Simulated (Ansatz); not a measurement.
MgS (Niningerite), 2 atoms in the cell. Symmetry: Fm-3m, No. 225, cubic system. The conventional cell has a = 5.203 Å, b = 5.203 Å, c = 5.203 Å, α = 90.00°, β = 90.00°, γ = 90.00°. S (site symmetry m-3m) has 6 Mg at 2.60 Å as nearest neighbours. Mg (site symmetry m-3m) is surrounded by 6 S at 2.60 Å. 

* Program: Ansatz 0.2.0
* Task: single point
* Functional: PBE0
* Potentials or basis: all-electron PAW datasets made for the crystal
* Cutoff: 220 eV (chosen from the basis error)
* k mesh: 6 × 6 × 6
* Occupations: fermi-dirac, width 0.05 eV
* Spin: no spin polarisation

Potentials or basis: all-electron PAW datasets made for the crystal.

Run with:

```bash
$ ansatz run input.yaml --threads 2 --pin off --max-ram 8192MiB --backend cpu --events-out ev --progress --plain --runs-dir out
```

Hardware: 2 threads of Arm Neoverse V1 (shared host).

Question: Estimate the wall time of this run.

Answer: It took 30 s on 2 threads of Arm Neoverse V1, on a shared host, peak memory 0.62 GiB. Counts: scf iterations 12, plane waves 259, k points 16, bands 12.
